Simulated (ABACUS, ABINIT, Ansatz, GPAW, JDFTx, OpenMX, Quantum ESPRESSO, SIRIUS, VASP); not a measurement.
HfO2: programs and potentials compared

```
Hf O
1.0
     0.00000    2.55750    2.55750
     2.55750    0.00000    2.55750
     2.55750    2.55750    0.00000
Hf O
1 2
Direct
  0.00000 0.00000 0.00000
  0.75000 0.75000 0.75000
  0.25000 0.25000 0.25000
```

Measurements of this composition are mostly on another form, of space group No. 14.

Alike in all runs: task single point; functional PBE; k mesh 9 × 9 × 9; occupations fermi-dirac, width 0.05 eV; no spin polarisation; no spin-orbit coupling. Pressure is positive in compression and, in plane waves, holds the error of the finite cutoff, which Ansatz's Pulay term estimates and takes out.

```tsv
program and potentials	plane-wave cutoff (eV)	notes	pressure (GPa)
OpenMX, OpenMX 2013 PBE set, Hf7.0-s3p2d2f1, O6.0-s2p2d1, grid cutoff 400 Ry	-	atomic basis; 8 valence electrons an atom on average	-6.48
SIRIUS, PseudoDojo 0.4.1 PBE standard (scalar relativistic)	1152	8 valence electrons an atom on average	-4.90
VASP, PBE PAW files Hf_pv, O, 520 eV	520	7.33 valence electrons an atom on average	-6.00
OpenMX, OpenMX 2013 PBE set, Hf7.0-s3p2d2f1, O6.0-s2p2d1, grid cutoff 350 Ry	-	atomic basis; 8 valence electrons an atom on average	-6.30
Ansatz, all-electron LAPW, scalar-relativistic	-	-	?
JDFTx, PseudoDojo-SR-PBE-0.5-standard	1143	8 valence electrons an atom on average	-4.90
GPAW, GPAW PAW data sets (gpaw-data 1.2.1)	800	8 valence electrons an atom on average	-2.83
Quantum ESPRESSO, SSSP 1.3 efficiency PBE	816	8 valence electrons an atom on average	-4.40
ABINIT, JTH PAW PBE v2.0	626	8 valence electrons an atom on average	-5.80
Ansatz, Ansatz PAW (earlier soft set)	420	12.67 valence electrons an atom on average; Pulay term of +0.56 GPa included	-2.39
ABACUS, PseudoDojo NC SR 0.4.1 PBE standard, plane waves	1143	8 valence electrons an atom on average	-4.90
```

**Question.** Estimate from the other rows what the run with Ansatz, all-electron LAPW, scalar-relativistic gave.

**Answer.** Pressure -2.46 GPa. The other rows, which needn't bracket it: pressure -6.48 to -2.39.
